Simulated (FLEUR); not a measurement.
# TaN (Fm-3m) in FLEUR: notebook

The runs below take TaN through equation of state, with LDA.

Program: FLEUR MaX-R8.1 (later development tree). These are calculated values, not measurements. Logs are shortened: lines on timing, memory, paths and dates and some standing lists are left out, and cuts for length are marked.

**1. The crystal as given**

The structure is cubic, space group Fm-3m (No. 225). The conventional cell has a = 4.423 Å, b = 4.423 Å, c = 4.423 Å, α = 90.00°, β = 90.00°, γ = 90.00°. Around Ta (site symmetry m-3m) lie 6 N at 2.21 Å. N (site symmetry m-3m) is surrounded by 6 Ta at 2.21 Å.

The cell comes from a database or a generator and needn't be the stable form of this composition.

**2. Equation of state, LDA, 10.16 Å³/atom (volume scaled by 0.94)**

Contents of inp.xml:

```xml
<?xml version="1.0" encoding="UTF-8" standalone="no"?>
<fleurInput fleurInputVersion="0.39">
   <comment>
      TaN                                                                                                 
   </comment>
   <calculationSetup>
      <cutoffs Kmax="5.0" Gmax="15.5" GmaxXC="15.5" numbands="0"/>
      <scfLoop itmax="60" minDistance="0.00001" maxIterBroyd="15" imix="Anderson" alpha="0.05" precondParam="0.0" spinf="2.0" sdNocoIR="T"/>
      <coreElectrons ctail="T" frcor="F" kcrel="0" coretail_lmax="0"/>
      <xcFunctional name="vwn" relativisticCorrections="F"/>
      <magnetism jspins="1"/>
      <soc l_soc="F" theta="0.0" phi="0.0" spav="F"/>
      <expertModes spex="0" secvar="F"/>
      <geometryOptimization l_f="F" forcealpha="1.0" forcemix="BFGS" epsdisp="0.00001" epsforce="0.00001"/>
      <ldaU l_linMix="F" mixParam="0.05" spinf="1.0"/>
   </calculationSetup>
   <cell>
      <bzIntegration valenceElectrons="32.0" mode="hist" fermiSmearingEnergy="0.00183747">
         <kPointListSelection listName="default-1"/>
         <!-- k-points included here -->
         <xi:include xmlns:xi="http://www.w3.org/2001/XInclude" href="kpts.xml"> </xi:include>
      </bzIntegration>
      <!-- symmetry operations included here -->
      <xi:include xmlns:xi="http://www.w3.org/2001/XInclude" href="sym.xml"> </xi:include>
      <bulkLattice scale="0.9795861087">
         <bravaisMatrix>
            <row-1>    0.0000000000000000     4.1787948430288457     4.1787948430288457</row-1>
            <row-2>    4.1787948430288457     0.0000000000000000     4.1787948430288457</row-2>
            <row-3>    4.1787948430288457     4.1787948430288457     0.0000000000000000</row-3>
         </bravaisMatrix>
      </bulkLattice>
   </cell>
   <atomSpecies>
      <species name="Tantalum (Ta)" element="Ta" atomicNumber="73">
         <mtSphere radius="2.32" gridPoints="791" logIncrement="0.017"/>
         <atomicCutoffs lmax="10" lnonsphr="10"/>
         <electronConfig flipSpins="F">
            <coreConfig>(1s1/2) (2s1/2) (2p1/2) (2p3/2) (3s1/2) (3p1/2) (3p3/2) (4s1/2) (3d3/2) (3d5/2) (4p1/2) (4p3/2) (4d3/2) (4d5/2)</coreConfig>
            <valenceConfig>(5s1/2) (5p1/2) (5p3/2) (6s1/2) (4f5/2) (4f7/2) (5d3/2) (5d5/2)</valenceConfig>
            <stateOccupation state="(5d3/2)" spinUp="0.600000" spinDown="0.600000"/>
            <stateOccupation state="(5d5/2)" spinUp="0.900000" spinDown="0.900000"/>
         </electronConfig>
         <energyParameters s="6" p="6" d="5" f="4"/>
         <lo type="SCLO" l="0" n="5" eDeriv="0"/>
         <lo type="SCLO" l="1" n="5" eDeriv="0"/>
         <lo type="SCLO" l="2" n="5" eDeriv="2"/>
         <lo type="SCLO" l="3" n="4" eDeriv="2"/>
      </species>
      <species name="Nitrogen (N)" element="N" atomicNumber="7">
         <mtSphere radius="1.44" gridPoints="489" logIncrement="0.021"/>
         <atomicCutoffs lmax="8" lnonsphr="8"/>
         <electronConfig flipSpins="F">
            <coreConfig>(1s1/2)</coreConfig>
            <valenceConfig>(2s1/2) (2p1/2) (2p3/2)</valenceConfig>
            <stateOccupation state="(2p1/2)" spinUp="0.500000" spinDown="0.500000"/>
            <stateOccupation state="(2p3/2)" spinUp="1.000000" spinDown="1.000000"/>
         </electronConfig>
         <energyParameters s="2" p="2" d="3" f="4"/>
         <lo type="SCLO" l="0" n="2" eDeriv="2"/>
         <lo type="SCLO" l="1" n="2" eDeriv="2"/>
         <lo type="SCLO" l="2" n="3" eDeriv="2"/>
      </species>
   </atomSpecies>
   <atomGroups>
      <atomGroup species="Tantalum (Ta)">
         <relPos label="                   1">1.000/2.000 1.000/2.000 1.000/2.000</relPos>
         <force calculate="T" relaxXYZ="TTT"/>
      </atomGroup>
      <atomGroup species="Nitrogen (N)">
         <relPos label="                   2">.0000000000 .0000000000 .0000000000</relPos>
         <force calculate="T" relaxXYZ="TTT"/>
      </atomGroup>
   </atomGroups>
   <output dos="F" band="F" slice="F">
      <checks vchk="F" cdinf="F"/>
      <bandDOS minEnergy="-.5*Htr" maxEnergy="0.5*Htr" sigma="0.015" storeEVData="T"/>
      <vacuumDOS vacdos="F" integ="F" star="F" nstars="0" locx1="0.0" locy1="0.0" locx2="0.0" locy2="0.0" nstm="0" tworkf="0.0"/>
      <unfoldingBand unfoldBand="F" supercellX="1" supercellY="1" supercellZ="1"/>
      <plotting iplot="0" polar="F">
         <plot TwoD="T" vec1="  1.0  0.0  0.0" vec2="  0.0  1.0  0.0" vec3="  0.0  0.0  1.0" zero="  0.0  0.0  0.0" file="plot"/>
      </plotting>
      <chargeDensitySlicing numkpt="0" minEigenval="0.0" maxEigenval="0.0" nnne="0" pallst="F"/>
      <specialOutput eonly="F"/>
      <moessbauerParams electricFieldGradient="T" isomerShift="T" coreHyperfine="T" valenceHyperfine="T"/>
      <magneticCircularDichroism mcd="F" energyLo="-10.0" energyUp="0.0"/>
   </output>
  <!-- We include the file relax.xml here to enable relaxations (see documentation) -->
  <xi:include xmlns:xi="http://www.w3.org/2001/XInclude" href="relax.xml"> <xi:fallback/> </xi:include>
</fleurInput>
```

Potentials or basis: all-electron, FLAPW.

Command:

```bash
$ inpgen -f crystal.txt -profile fastHighL
$ # inp.xml edited to the form shown
$ fleur_MPI
```

Output:

```text
Welcome to FLEUR        (www.flapw.de)
      MaX-Release 8.1          (www.max-centre.eu)

 ========== k-point set info ==========
 Selected k-point list: default-1
 k-point list type: mesh
 10 x 10 x 10
 Number of k points: 47

 ------------Calculation Setup---------------------------
 Number of MPI-tasks      :            1
 Number of PE/node        :            1
 Number of OMP-threads    :            1
 Most efficient MPI parallelization for:
           1          47
 Additional eigenvalue parallelization possible
 Number of basis functions:          358
 Approximate size of matrices (H+S) per k-point:         0.002 GB
 --------------------------------------------------------
 Iteration:     1   Distance:      28.55242729 me/bohr^3
 Iteration:     2   Distance:      24.22503069 me/bohr^3
 Iteration:     3   Distance:       9.25393260 me/bohr^3
 Iteration:     4   Distance:       6.64641343 me/bohr^3
 Iteration:     5   Distance:       3.55367325 me/bohr^3
 Iteration:     6   Distance:       0.62252157 me/bohr^3
 Iteration:     7   Distance:       0.53893746 me/bohr^3
 Iteration:     8   Distance:       0.11292791 me/bohr^3
 Iteration:     9   Distance:       0.06765274 me/bohr^3
 Iteration:    10   Distance:       0.01131327 me/bohr^3
 Iteration:    11   Distance:       0.00725224 me/bohr^3
 Iteration:    12   Distance:       0.00264411 me/bohr^3
 Iteration:    13   Distance:       0.00008472 me/bohr^3
 Iteration:    14   Distance:       0.00007349 me/bohr^3
 Iteration:    15   Distance:       0.00000192 me/bohr^3

 ********************************************************************
 Run finished successfully
 Stop message:
   all done
 ********************************************************************
```

out.xml (last iteration):

```text
<iteration numberForCurrentRun="   15" overallNumber="   15">
         <energyParameters units="Htr">
            <atomicEP atomType="1" spin="1" branch="6s" branchLowest="-1.78" branchHighest="2.95" value="0.3701913094"/>
            <atomicEP atomType="1" spin="1" branch="6p" branchLowest="-0.45" branchHighest="4.02" value="0.4988156122"/>
            <atomicEP atomType="1" spin="1" branch="5d" branchLowest="-7.28" branchHighest="1.32" value="0.5405498418"/>
            <atomicEP atomType="1" spin="1" branch="4f" branchLowest="-9.99" branchHighest="-0.05" value="-0.0245432460"/>
            <loAtomicEP atomType="1" spin="1" branch="5s" branchLowest="-18.93" branchHighest="-1.78" value="-1.8265724617"/>
            <loAtomicEP atomType="1" spin="1" branch="5p" branchLowest="-13.81" branchHighest="-0.45" value="-0.6225578425"/>
            <loAtomicEP atomType="1" spin="1" branch="5d" branchLowest="-7.28" branchHighest="1.32" value="0.5381801452"/>
            <loAtomicEP atomType="1" spin="1" branch="4f" branchLowest="-9.99" branchHighest="-0.05" value="-0.0488510040"/>
            <atomicEP atomType="2" spin="1" branch="2s" branchLowest="-13.06" branchHighest="1.72" value="-0.0144728975"/>
            <atomicEP atomType="2" spin="1" branch="2p" branchLowest="-9.99" branchHighest="1.82" value="0.2822197451"/>
            <atomicEP atomType="2" spin="1" branch="3d" branchLowest="-9.99" branchHighest="6.19" value="0.5177527520"/>
            <atomicEP atomType="2" spin="1" branch="4f" branchLowest="-9.99" branchHighest="10.39" value="0.6778373730"/>
            <loAtomicEP atomType="2" spin="1" branch="2s" branchLowest="-13.06" branchHighest="1.72" value="-0.0144728975"/>
            <loAtomicEP atomType="2" spin="1" branch="2p" branchLowest="-9.99" branchHighest="1.82" value="0.2821663046"/>
            <loAtomicEP atomType="2" spin="1" branch="3d" branchLowest="-9.99" branchHighest="6.19" value="0.5177532647"/>
         </energyParameters>
         <eigenvalues>
            <eigenvaluesAt spin="1" ikpt="1" k_x="0.00000000" k_y="0.00000000" k_z="0.00000000">
                      -1.8289925848       -0.5866363913       -0.5866363913       -0.5866363913       -0.0571387287
                      -0.0571387287       -0.0571387287       -0.0554731058       -0.0539877677       -0.0539877677
                      -0.0539877677        0.0236606947        0.5788189974        0.5788189974        0.5788189974
                       0.6381511796        0.6381511796        0.6381511796        0.7216078607        0.7216078607
                       0.7972440360        1.0624156645        1.6432534555        1.6432534555        1.6432534555
            </eigenvaluesAt>
            <eigenvaluesAt spin="1" ikpt="2" k_x="0.00000000" k_y="0.00000000" k_z="0.10000000">
                      -1.8287468323       -0.5905154590       -0.5869772022       -0.5869772022       -0.0573508089
                      -0.0569839631       -0.0569839631       -0.0553573101       -0.0541529614       -0.0541529614
                      -0.0539807357        0.0335847651        0.5368397338        0.5488938245        0.5488938245
[... 52 lines left out ...]
         <moessbauerParams unitsHFF="kG" unitsIS="e/bohr^3" unitsEFG="Htr/bohr^2">
            <coreIsomerShift atomType="1" isTotal="1389392.52484">
               <shell n="1" l="0" isomerShift="1165153.63717"/>
               <shell n="2" l="0" isomerShift="165322.65382"/>
               <shell n="2" l="1" isomerShift="9751.72896"/>
               <shell n="3" l="0" isomerShift="36997.43086"/>
               <shell n="3" l="1" isomerShift="2437.44624"/>
               <shell n="4" l="0" isomerShift="9141.52263"/>
               <shell n="3" l="2" isomerShift="0.00094"/>
               <shell n="4" l="1" isomerShift="588.10399"/>
               <shell n="4" l="2" isomerShift="0.00023"/>
            </coreIsomerShift>
            <coreIsomerShift atomType="2" isTotal="197.58820">
               <shell n="1" l="0" isomerShift="197.58820"/>
            </coreIsomerShift>
            <isomerShift atomType="1" nucleusRadius="0.0001336" averageDensity="1391029.82557"/>
            <isomerShift atomType="2" nucleusRadius="0.0000569" averageDensity="206.30886"/>
            <electricFieldGradient atomType="1" VXX="0.00000" VYY="0.00000" VZZ="0.00000" asymParam="0.00000">
            </electricFieldGradient>
            <electricFieldGradient atomType="2" VXX="0.00000" VYY="0.00000" VZZ="0.00000" asymParam="0.00000">
            </electricFieldGradient>
         </moessbauerParams>
         <totalEnergy                                    value="   -15671.4135570988" units="Htr">
            <sumOfEigenvalues                            value="    -9557.3865187627">
               <coreElectrons value="-9553.5861500897"/>
               <valenceElectrons value="-3.8003686729"/>
            </sumOfEigenvalues>
            <densityCoulombPotentialIntegral value="-26722.2788144693"/>
            <densityEffectivePotentialIntegral value="-27140.3232168722"/>
            <chargeDenXCDenIntegral value="-315.0075171708"/>
            <FockExchangeEnergyValence value="0.0000000000"/>
            <FockExchangeEnergyCore value="0.0000000000"/>
            <atomTypeDependentContributions atomType="1">
               <electronNucleiInteractionDifferentMTs value="19453.8931420382"/>
               <MadelungTerm value="-57.2974138751"/>
            </atomTypeDependentContributions>
            <atomTypeDependentContributions atomType="2">
               <electronNucleiInteractionDifferentMTs value="61.8341627644"/>
               <MadelungTerm value="-5.1786121252"/>
            </atomTypeDependentContributions>
            <tkbTimesEntropy value="0.0002136389"/>
            <freeEnergy value="-15671.4137707377"/>
            <extrapolationTo0K value="-15671.4136639182"/>
         </totalEnergy>
         <densityConvergence units="me/bohr^3">
            <chargeDensity spin="1" distance="0.0000019235"/>
         </densityConvergence>
      </iteration>
```

Run time: 34 s. Hardware: 1 thread of Arm Neoverse V2, shared host; peak memory 0.05 GiB.

Results:

```yaml
Free_energy: -426440.8931 eV
Band_gap_on_the_k_mesh: none (metal or under the smearing width)
Valence_electrons_inside_the_program's_atomic_spheres: Ta 24.46; N 3.49 (radii Ta 2.32, N 1.44 bohr)
```

**3. Equation of state, LDA, 10.38 Å³/atom (volume scaled by 0.96)**

Changes to inp.xml since step 2:

```diff
@@ -24,3 +24,3 @@
       <xi:include xmlns:xi="http://www.w3.org/2001/XInclude" href="sym.xml"> </xi:include>
-      <bulkLattice scale="0.9795861087">
+      <bulkLattice scale="0.9864848297">
          <bravaisMatrix>
```

Potentials or basis: all-electron, FLAPW.

Command:

```bash
$ inpgen -f crystal.txt -profile fastHighL
$ # inp.xml edited to the form shown
$ fleur_MPI
```

Wall time 33 s (1 thread of Arm Neoverse V2, shared host); peak memory 0.05 GiB.

Results (log left out):

| Property | Result |
| --- | --- |
| Free energy | -426440.8928 eV |
| Band gap on the k mesh | none (metal or under the smearing width) |
| Valence electrons inside the program's atomic spheres | Ta 24.42; N 3.48 (radii Ta 2.32, N 1.44 bohr) |

**4. Equation of state, LDA, 10.81 Å³/atom**

Changes to inp.xml since step 3:

```diff
@@ -24,3 +24,3 @@
       <xi:include xmlns:xi="http://www.w3.org/2001/XInclude" href="sym.xml"> </xi:include>
-      <bulkLattice scale="0.9864848297">
+      <bulkLattice scale="1.0000000000">
          <bravaisMatrix>
```

Command:

```bash
$ inpgen -f crystal.txt -profile fastHighL
$ # inp.xml edited to the form shown
$ fleur_MPI
```

Run time: 35 s. Hardware: 1 thread of Arm Neoverse V2, shared host; peak memory 0.06 GiB.

It converged, with:

| Property | Result |
| --- | --- |
| Free energy | -426440.8337 eV |
| Band gap on the k mesh | none (metal or under the smearing width) |
| Valence electrons inside the program's atomic spheres | Ta 24.34; N 3.44 (radii Ta 2.32, N 1.44 bohr) |

**5. Equation of state, LDA, 11.25 Å³/atom (volume scaled by 1.04)**

Changes to inp.xml since step 4:

```diff
@@ -24,3 +24,3 @@
       <xi:include xmlns:xi="http://www.w3.org/2001/XInclude" href="sym.xml"> </xi:include>
-      <bulkLattice scale="1.0000000000">
+      <bulkLattice scale="1.0131594038">
          <bravaisMatrix>
```

Command:

```bash
$ inpgen -f crystal.txt -profile fastHighL
$ # inp.xml edited to the form shown
$ fleur_MPI
```

Run time: 36 s. Hardware: 1 thread of Arm Neoverse V2, shared host; peak memory 0.06 GiB.

It converged, with:

- Free energy: -426440.7110 eV
- Band gap on the k mesh: none (metal or under the smearing width)
- Valence electrons inside the program's atomic spheres: Ta 24.28; N 3.41 (radii Ta 2.32, N 1.44 bohr)

**6. Equation of state, LDA, 11.46 Å³/atom (volume scaled by 1.06)**

Changes to inp.xml since step 5:

```diff
@@ -24,3 +24,3 @@
       <xi:include xmlns:xi="http://www.w3.org/2001/XInclude" href="sym.xml"> </xi:include>
-      <bulkLattice scale="1.0131594038">
+      <bulkLattice scale="1.0196128224">
          <bravaisMatrix>
```

Potentials or basis: all-electron, FLAPW.

Command:

```bash
$ inpgen -f crystal.txt -profile fastHighL
$ # inp.xml edited to the form shown
$ fleur_MPI
```

It took 38 s on 1 thread of Arm Neoverse V2, shared host; peak memory 0.06 GiB.

The run converged. Its results:

* Free energy: -426440.6294 eV
* Band gap on the k mesh: none (metal or under the smearing width)
* Valence electrons inside the program's atomic spheres: Ta 24.24; N 3.40 (radii Ta 2.32, N 1.44 bohr)

**7. Equation of state, LDA**

No new run: the results of the series are fitted here.

What came out:

```yaml
Equilibrium_volume: 10.27 Å³/atom
Bulk_modulus: 374 GPa
Pressure_derivative_of_the_bulk_modulus: "4.4 (rough: it moves with the points fitted)"
```

Energy against volume, from the lowest point:
| volume (Å³/atom) | energy (meV/atom) |
| --- | --- |
| 10.164 | 0.00 |
| 10.381 | 0.15 |
| 10.813 | 29.71 |
| 11.246 | 91.09 |
| 11.462 | 131.88 |
